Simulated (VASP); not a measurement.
## LiCl in VASP 6.6.1, single-point calculation

INCAR

```
ISIF = 2
SIGMA = 0.02
NBANDS = 12
ISMEAR = -1
LREAL = .FALSE.
ENCUT = 520
NSW = 0
METAGGA = RTPSS
LASPH = .TRUE.
LWAVE = .FALSE.
IBRION = -1
LCHARG = .FALSE.
PREC = Low
NELM = 69
EDIFF = 1E-7
```

KPOINTS

```
KPOINTS created by Atomic Simulation Environment
0
Gamma
8 8 8
0 0 0
```

POSCAR

```
Li Cl
 1.0000000000000000
     0.0000000000000000    2.5560369926000002    2.5560369926000002
     2.5849202106000000    0.0000000000000000    2.5560369926000002
     2.5849202106000000    2.5560369926000002    0.0000000000000000
 Li  Cl
   1   1
Cartesian
  0.0000000000000000  0.0000000000000000  0.0000000000000000
  2.5849202106000000  2.5560369926000002  2.5560369926000002
```

The recommended PBE PAW datasets give the neutral cell 10 valence electrons.

Command

```
mpirun -np 1 vasp_std
```

Task: How does this run end, and what does it give?

Result: It converged. Results: gap between bands v and c on the k mesh 6.52 eV; least direct gap on the k mesh 6.52 eV; pressure -2.2 GPa. Band v is the last that the valence electrons fill when counted band by band, and c is the next.

OSZICAR

```
N       E                     dE             d eps       ncg     rms          rms(c)
DAV:   1     0.507937522876E+02    0.50794E+02   -0.41016E+03  1416   0.805E+02
DAV:   2    -0.516825220342E+01   -0.55962E+02   -0.52855E+02  2088   0.201E+02
DAV:   3    -0.974440906378E+01   -0.45762E+01   -0.45453E+01  2352   0.533E+01
DAV:   4    -0.982863614635E+01   -0.84227E-01   -0.84079E-01  2416   0.846E+00
DAV:   5    -0.982962292910E+01   -0.98678E-03   -0.98671E-03  2456   0.802E-01    0.405E+00
DAV:   6    -0.921778083674E+01    0.61184E+00   -0.88062E+00  1424   0.302E+01    0.187E+00
DAV:   7    -0.922224077020E+01   -0.44599E-02   -0.55171E-01  1712   0.684E+00    0.134E+00
DAV:   8    -0.917763739302E+01    0.44603E-01   -0.26327E-01  2196   0.331E+00    0.925E-01
DAV:   9    -0.919619223012E+01   -0.18555E-01   -0.12082E-01  1728   0.250E+00    0.747E-01
DAV:  10    -0.917761065389E+01    0.18582E-01   -0.17088E-01  1468   0.358E+00    0.696E-01
...
DAV:  32    -0.917174022022E+01    0.20312E-05   -0.36659E-06  1688   0.151E-02    0.749E-03
DAV:  33    -0.917174139979E+01   -0.11796E-05   -0.24392E-06  1492   0.127E-02    0.595E-03
DAV:  34    -0.917174018477E+01    0.12150E-05   -0.20146E-06  1696   0.116E-02    0.649E-03
DAV:  35    -0.917174093185E+01   -0.74708E-06   -0.12373E-06  1516   0.914E-03    0.538E-03
DAV:  36    -0.917174019439E+01    0.73746E-06   -0.95155E-07  1668   0.781E-03    0.574E-03
DAV:  37    -0.917174064690E+01   -0.45251E-06   -0.57197E-07  1496   0.622E-03    0.489E-03
DAV:  38    -0.917174023075E+01    0.41615E-06   -0.56613E-07  1808   0.599E-03    0.493E-03
DAV:  39    -0.917174051049E+01   -0.27974E-06   -0.21020E-07  1464   0.374E-03    0.369E-03
DAV:  40    -0.917174047417E+01    0.36325E-07   -0.36122E-07  2160   0.475E-03
   1 F= -.91717405E+01 E0= -.91717405E+01  d E =-.393757E-13
```

For comparison, a separate PBE run of the intended cell, on usual settings and not on those above, gives a gap of 6.32 eV on its mesh and a pressure of 0.3 GPa.
